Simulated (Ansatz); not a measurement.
## ZnCu (Pm-3m): electronic heat capacity and spin susceptibility from the density of states

Level of theory: DFT PBEsol, scalar-relativistic, plane waves, PAW in Ansatz.

Settings: cutoff 420 eV, Γ-centred mesh 14×14×14 on the computed 2-atom cell, Gaussian smearing of 0.10 eV; no spin polarisation.

Relaxed cell: Pm-3m, a = 2.908 Å, b = 2.908 Å, c = 2.908 Å, α = 90.00°, β = 90.00°, γ = 90.00°, 2 atoms in the primitive cell. Whether it is the stable form of this composition wasn't checked.

The density of states at the Fermi level is 0.491 states/eV in the cell of 2 atoms (1 formula unit; both spins, tetrahedra on a 21×21×21 mesh).

What Sommerfeld coefficient and Pauli susceptibility does this give?

Per formula unit N(E_F) = 0.491 states/eV. γ = (π²/3) k_B² N(E_F) N_A = 2.357 mJ/(mol K²) per state/eV, so γ = 1.2 mJ/(mol K²), a mole of formula units. χ_P = μ_B² N(E_F) N_A = 3.23×10⁻⁵ emu/mol per state/eV gives 1.6×10⁻⁵ emu/mol. This is the bare band result: a measured γ of the same phase is as a rule larger by a factor 1 + λ from phonons and spin fluctuations, the spin part of χ is larger by the Stoner factor, and a measured χ also holds orbital and core terms. N(E_F) at one energy is sensitive to the mesh where the density of states has sharp peaks.